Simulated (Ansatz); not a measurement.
Independent-particle absorption of TiO2 (I4_1/amd, a = 3.799 Å, b = 3.799 Å, c = 9.697 Å, α = 90.00°, β = 90.00°, γ = 90.00°), no local fields or excitons, 0.1 eV broadening. The calculation used Ansatz 0.2.0, DFT PBE, scalar-relativistic, plane waves, PAW.

Plane waves to 420 eV, a k mesh through Γ of 10×10×10 on the computed 6-atom cell and Gaussian smearing (0.02 eV); no spin polarisation. The spectrum is summed on a 15×15×15 mesh.

```
Ti O
1.0
    -1.89961    1.89961    4.84851
     1.89961   -1.89961    4.84851
     1.89961    1.89961   -4.84851
Ti O
2 4
Cartesian
  0.0000 0.0000 0.0000
  0.0000 1.8996 2.4243
  0.0000 0.0000 2.0024
  0.0000 1.8996 4.4266
  0.0000 1.8996 0.4219
  0.0000 0.0000 7.6946
```

photon energy (eV), ε2,zz and a bar:
```
      0.0       0.00
      0.4       0.00
      0.8       0.00
      1.2       0.00
      1.6       0.00
      2.0       0.00
      2.4       0.00
      2.8       0.05
      3.2      10.21 ######################
      3.6       7.19 ###############
      4.0       9.53 ####################
      4.4       5.40 ############
      4.8       3.90 ########
      5.2       3.19 #######
      5.6       4.36 #########
      6.0       3.24 #######
      6.4       7.34 ################
      6.8       7.48 ################
      7.2      14.01 ##############################
      7.6       8.71 ###################
      8.0       5.29 ###########
      8.4       4.03 #########
      8.8       6.22 #############
      9.2       2.89 ######
      9.6       1.69 ####
     10.0       1.24 ###
     10.4       0.70 #
     10.8       0.58 #
     11.2       0.36 #
     11.6       0.36 #
     12.0       0.51 #
     12.4       0.47 #
     12.8       0.54 #
     13.2       1.01 ##
     13.6       1.16 ##
     14.0       1.04 ##
```

The strongest peak lies near 7.2 eV. ε∞ (xx, yy, zz) = 7.0, 7.0, 6.6.

Cost: 1 run of about 6.6 core-minutes, on Intel Xeon Processor @ 2.70GHz (shared hosts).